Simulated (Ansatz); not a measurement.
## Si7Ge: energy along a strain

Si7Ge, P-43m, a = 5.468 Å. The structure is a Materials Project entry; whether it is the stable form wasn't checked. Ansatz: r2SCAN, PAW, 500 eV, Γ-centred 6×6×6 mesh on 8 atoms, Gaussian smearing 0.05 eV; no spin polarisation. Cell vectors (Å): 5.468 0.000 0.000; 0.000 5.468 0.000; 0.000 0.000 5.468. The cell is strained by x per cent times the pattern (0 1 0 0 0 0) in the order xx yy zz yz xz xy (engineering shears), with fractional coordinates held. y is the free energy over the start, V0 = 20.436 Å³/atom. Points with a strain past 8.5 % were computed too (3) and aren't used here.

```
x (%) y (meV/atom)
-7.50         61.20
-5.00         27.01
-2.50          6.70
 0.00          0.00
 2.50          6.31
 5.00             ?
 7.50         55.20
```

Task: Fit y = c2 x² + c3 x³ to the other rows, get the stiffness along the pattern, and predict the missing energy.

Result: Least squares on the rows shown. y = 1.0356 x² − 0.0071958 x³. The clamped-ion stiffness p·C·p = 2 × 10.36 eV × 160.2 / 20.436 Å³ = 162 GPa, which is C22 in these axes (C11 of the cubic crystal). At x = 5.00 the fit asked for gives 24.99 meV/atom. The run gave 24.95 meV/atom, so the fit is 0.04 meV/atom too high, within the rms miss on the fitted rows (0.12 meV/atom).

Cost: 10 runs of about 3.8 core-minutes in all, on Oxide Virtual Turin-like Processor (Zen 5) (shared hosts).